## Results and discussion: the band gap of silicon, judged by its relatives

Semilocal density functionals usually make the band gap of a semiconductor too small. If crystals with similar bonds share a similar error, the gap that r2SCAN gives for silicon can be estimated from its relatives. The closest relatives here are the four III-V crystals InAs, InP, GaAs and GaP: each atom has four neighbours, as in silicon, and the bonds are only moderately polar. They also share silicon's family of potentials, so an error brought in by potentials made for another functional may partly be common to them all.

Band gaps of semiconductor crystals, computed with ABINIT 10.8.3 and the r2SCAN functional in the given cells, without spin polarisation or spin-orbit coupling and with a Fermi-Dirac smearing of 0.05 eV. The computed gap is the Kohn-Sham gap, direct or indirect, between the highest occupied and lowest empty levels on the k-mesh.

```
formula  space group  volume of the given cell (Å³/atom)  potentials or basis  wave cutoff (eV)    k-mesh  computed band gap (eV)  measured band gap (eV)  range of the values found (eV)                                                                                          what was measured, and how                         source  computed less measured (eV)
   TePb        Fm-3m                               33.73     JTH PAW PBE v2.0             544.2     6x6x6                   0.997                     0.2                    0.19 to 0.32                                             band gap at L from dI/dV; scanning tunneling spectroscopy; bulk crystal        arXiv:2304.02844 (2023)                         0.80
   InAs        F-43m                               27.49     JTH PAW PBE v2.0             544.2     5x5x5                   0.244                   0.414                   0.414 to 0.42                                                       direct gap from band-to-band PL peak; photoluminescence; film             pmc:6881312 (2019)                        -0.17
     Si        Fd-3m                               20.16     JTH PAW PBE v2.0             489.8  10x10x10                       ?                       ?                               ?                                                                                                                   ?                              ?                            ?
    InP        F-43m                               25.17     JTH PAW PBE v2.0             653.1  10x10x10                   1.132                    1.42                       one value                         experimental band gap used for comparison with the calculated gap; not stated; bulk crystal  arXiv:cond-mat/0006134 (2000)                        -0.29
   GaAs        F-43m                               22.59     JTH PAW PBE v2.0             544.2     6x6x6                   1.005                    1.42                   1.412 to 1.52  band-edge photoluminescence emission energy of the GaAs substrate; time-integrated photoluminescence; bulk crystal         arXiv:1409.8467 (2014)                        -0.42
   CdTe        F-43m                               32.92     JTH PAW PBE v2.0             544.2     9x9x9                   1.378                     1.5                   1.44 to 1.592                                                              optical gap from Tauc plot; optical spectroscopy; film         arXiv:1103.4539 (2011)                        -0.12
   CdSe        F-43m                               28.94              HGH LDA             653.1     8x8x8                    1.37                    1.81                       one value   direct optical gap from Kubelka-Munk plot of [F(R)hv]^2 against photon energy; UV-vis diffuse reflectance; powder             pmc:3637069 (2013)                        -0.44
    GaP        F-43m                               20.24     JTH PAW PBE v2.0             653.1  10x10x10                    1.88                    2.25                    2.24 to 2.34                                optical gap from Tauc plot (fundamental, indirect); spectroscopic ellipsometry; film        arXiv:2002.02774 (2020)                        -0.37
    CdS        F-43m                               24.81     JTH PAW LDA v2.0             653.1     8x8x8                   1.551                    2.42                       one value         optical gap from inflexion point of photoacoustic spectrum, as-grown film; photoacoustic spectroscopy; film  arXiv:cond-mat/9501125 (1995)                        -0.87
```

### What the raw errors hide

The column "computed less measured" is negative for all four III-V crystals, from −0.17 eV in InAs to −0.42 eV in GaAs. The errors of the other rows scatter more widely. CdTe looks almost right, CdS is 0.87 eV too low, and PbTe, listed as TePb, is the only crystal whose gap is overestimated. An average over the whole table would therefore mix faults of different origin.

One of these faults is the absence of spin-orbit coupling, the interaction of an electron's spin with its own orbital motion. In the tetrahedral crystals the top of the valence band is built from three p-like states of equal energy, or six when spin is counted. The coupling raises four of the six by one third of the splitting $\Delta$ and lowers the other two by two thirds, so that their average stays put. A calculation without it places the valence top at this average, which is too low, and so makes the gap too wide by $\Delta/3$.

GaAs shows the size of the effect. Its splitting is roughly 0.34 eV, a recalled value, and one third of that is 0.11 eV. With the coupling included, the computed gap should fall by this amount, and the error should grow from −0.42 to about −0.53 eV. The raw error is thus the sum of a larger underestimate and a smaller overestimate.

CdTe shows how misleading such a sum can be. Tellurium is heavy, and the same rule takes about 0.3 eV off the computed gap, so the error of −0.12 eV becomes about −0.42 eV. The cell used is also about one per cent shorter along its edge than the measured one, which widens the gap a little further. The good agreement of CdTe is therefore no sign that the functional suits it better.

In PbTe the band edges lie elsewhere, at the point L of the Brillouin zone, and the one-third rule does not apply. Spin-orbit coupling is known to narrow this gap by several tenths of an eV or more. That is the direction needed to explain an overestimate of 0.80 eV, though no run with the coupling is at hand to show how much of it would go.

### Why the remaining error is an underestimate

The true gap compares the energy needed to remove an electron from the crystal with the energy gained when one is added. Band energies come from a potential for a fixed number of electrons. In exact theory this potential jumps by a constant as soon as an electron is added across the gap, and the jump belongs to the true gap although the bands do not show it. Simple semilocal functionals have no such jump; r2SCAN, which also depends on the orbitals through their kinetic-energy density, can recover only part of it. This is standard theory, which the present numbers agree with but do not test. Lattice vibrations, which the runs leave out, narrow the measured gaps of the tetrahedral crystals, so the functional's own underestimate should be somewhat larger than the remaining error shows.

The same theory suggests which crystals should have similar errors. The other electrons screen an added charge, and the more easily they are polarised, the smaller the correction to the gap. Silicon and the III-V crystals screen about equally well, with electronic dielectric constants of roughly 10, whereas CdS has roughly half that. A neighbour with similar bonds and similar screening should thus have a similar error, and a more ionic crystal a larger one.

CdS fits this expectation, but it has a second problem. The filled 4d shell of cadmium pushes the p-like valence top upwards, and semilocal functionals place that shell too high, which exaggerates the push and narrows the gap. The potentials used for CdS were, moreover, made for LDA and not for PBE. The table cannot divide the error of CdS between these causes. CdSe does not help, because its calculation freezes the 4d shell in the core and uses another kind of potential.

### The forecast for silicon

The model says that III-V crystals and silicon share one constant error $c$ once the spin-orbit part is taken out:

$$E_\text{computed} = E_\text{measured} + \frac{\Delta}{3} + c .$$

A fit to the four III-V rows alone gives $c$ close to −0.39 eV. When each of these rows is predicted from the other three, the typical miss is 0.12 eV. The references themselves limit what can be achieved: they mix temperatures and methods, and the measured values found for GaAs alone differ by about a tenth of an eV.

The alternative is that the computed gap is a constant fraction of the measured one. This rule makes the error vanish as the gap closes, and InAs speaks against it, but only after the spin-orbit correction: its gap is the smallest of the four, yet its error grows from −0.17 to about −0.3 eV, close to that of InP. The typical miss for a left-out row is also larger, 0.22 eV.

For silicon the measured gap is taken as roughly 1.1 eV and one third of the small splitting as 0.015 eV, both recalled. The sum is $1.1 + 0.015 - 0.387 \approx 0.73$ eV. GaP offers a separate look at the same question, because it is the only III-V crystal here with an indirect gap, like silicon: the electron at the bottom of the conduction band has another wave vector than the valence top. The error of GaP alone would give 0.72 eV, so the kind of gap does not seem to call for another shift, as far as one row can tell.

The forecasts are:

- The computed gap of silicon lies below the measured one.
- Its value is about 0.73 eV, with a range of 0.49 to 0.96 eV, twice the typical miss on either side.
- The constant shift comes closer than the constant fraction, which gives about 0.85 eV. This is a weak forecast, as both values lie within the range.

Turned round, the rule estimates the unknown gap of a close relative: take the r2SCAN value, subtract $\Delta/3$ and add 0.39 eV. The correction matters most where the gap enters an exponential. The intrinsic carrier density varies as $\exp(-E_\text{gap}/2k_\text{B}T)$, so an uncorrected shift of −0.39 eV would make it about 1800 times too large at 300 K. Adding the shift back removes most of this, but a remaining miss of 0.12 eV still means a factor of $\exp(0.12/0.052) \approx 10$. Adding one constant to every gap leaves their order unchanged, so the shift helps with the size of a gap and not with ranking.

The withheld rows as computed:

```
formula  space group  volume of the given cell (Å³/atom)  potentials or basis  wave cutoff (eV)    k-mesh  computed band gap (eV)  measured band gap (eV)  range of the values found (eV)                                                               what was measured, and how                   source  computed less measured (eV)
     Si        Fd-3m                               20.16     JTH PAW PBE v2.0             489.8  10x10x10                   0.787                    1.11                   1.1 to 1.1692  indirect band gap at room temperature, quoted from a textbook; not stated; bulk crystal  arXiv:1709.02567 (2017)                        -0.32
```

### What silicon shows

The computed gap is 0.79 eV, below the measured 1.11 eV, and 0.06 eV above the forecast. The first two forecasts hold, and the miss is about half the typical one for a left-out III-V row. Silicon took no part in the fit. The plain mean of the raw III-V errors, −0.31 eV, would have come even closer, at 0.79 eV, and the spin-orbit correction hardly narrows the spread of those errors. The reason to make it is physical; these few rows do not show that it improves the forecast.

A little of the miss can be traced. Silicon's conduction band has its minimum at about 0.85 of the way from the zone centre to the point X, while the nearest mesh point lies at 0.80, which widens the computed gap by an estimated 0.01 eV. The measured gap in the table is also 0.01 eV larger than the value assumed. What is left is well within the scatter of the III-V rows and needs no cause of its own.

The third forecast holds in name only. The constant shift came out about 0.06 eV too low and the constant fraction about 0.06 eV too high, so silicon does not decide between them. The case for the shift still rests on the III-V rows, and mainly on those with the smallest and the largest gap, InAs and GaP. It also leans on the spin-orbit correction, because the raw error of InAs is the smallest of the four, much as a constant fraction would have it.

As to bonding, silicon's corrected error of −0.34 eV lies inside the III-V span of −0.30 to −0.53 eV. Going from moderately polar bonds to purely covalent ones thus brings no separate error that these data can resolve. Among the tetrahedral crystals the clear departure is CdS, where the III-V shift would leave the gap about half an eV too small. Its cause stays open: polar bonds, the 4d shell and the different potentials may all share in the error. CdTe, whose elements differ less in electronegativity and whose calculation also includes the 4d shell, stays inside the III-V span, but its short cell helps it to do so. The printed output below gives the corrected error of every tetrahedral crystal.

Output of the analysis:

```
Gaps and errors in eV (no spin-orbit correction entered for TePb):
   row  computed  measured  raw_error  spin_orbit_part  corrected_error
  TePb     0.997       0.2      0.797                0            0.797
  InAs     0.244     0.414      -0.17             0.13             -0.3
    Si     0.787      1.11     -0.323          0.01467          -0.3377
   InP     1.132      1.42     -0.288          0.03667          -0.3247
  GaAs     1.005      1.42     -0.415           0.1133          -0.5283
  CdTe     1.378       1.5     -0.122              0.3           -0.422
  CdSe      1.37      1.81      -0.44           0.1333          -0.5733
   GaP      1.88      2.25      -0.37          0.02667          -0.3967
   CdS     1.551      2.42     -0.869          0.02333          -0.8923
mean raw error of the III-V rows, eV: -0.3108
fit of d on 4 rows (iii): constant -0.3874 +/- 0.051; rms 0.0888, worst GaAs 0.141, leave-one-out rms 0.118
  rows outside the fit (model, value, miss): TePb -0.3874, 0.797, -1.18; Si -0.3874, -0.3277, -0.0597; CdTe -0.3874, -0.422, 0.0346; CdSe -0.3874, -0.5733, 0.186; CdS -0.3874, -0.8923, 0.505
fit of y - so on 4 rows (iii): coefficient of m0 0.7596 +/- 0.059; rms 0.155, worst InAs 0.2, leave-one-out rms 0.224
  rows outside the fit (model, value, miss): TePb 0.1519, 0.997, -0.845; Si 0.8355, 0.7723, 0.0632; CdTe 1.139, 1.078, 0.0614; CdSe 1.375, 1.237, 0.138; CdS 1.838, 1.528, 0.311
forecast of the computed gap of Si from the constant shift, eV: 0.7273
lower end of the forecast range, eV: 0.4905
upper end of the forecast range, eV: 0.964
forecast for Si from the constant fraction, eV: 0.8502
forecast for Si from the error of GaP alone, eV: 0.718
widening of the Si gap by the finite mesh, estimate, eV: 0.01379
computed gap of Si less the forecast, eV: 0.05975
measured gap of Si in the table less the recalled 1.1 eV, eV: 0.01
factor in intrinsic carrier density at 300 K from the fitted shift: 1795
```
